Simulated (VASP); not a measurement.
Given:

```xyz
2
Lattice="0.0000 3.0842 3.0842 3.0842 0.0000 3.0842 3.0842 3.0842 0.0000" Properties=species:S:1:pos:R:3 pbc="T T T"
Al     0.0000     0.0000     0.0000
Sb     1.5421     1.5421     1.5421
```

The numbers are results of PBEsol GGA, VASP's PBE PAW potentials (set 64) (plane waves; VASP), not measurements. Numerical set-up: 400 eV cut-off, Gaussian smearing of 0.050 eV, potentials Al Sb.

Unless said otherwise, spin-orbit coupling is left out, though it shifts the bands of the heavy elements here.

### Question
Predict the band gap (along the path) with the smallest direct gap where there is one.

### Answer

```
Quantity                                Value
------------------------------------  -------
band gap (along the path)             1.13 eV
smallest direct gap (along the path)  1.45 eV
```

Total energies compare only between runs with the same potentials, cut-off and functional.

The compound is AlSb in the zinc blende structure. It was relaxed first.
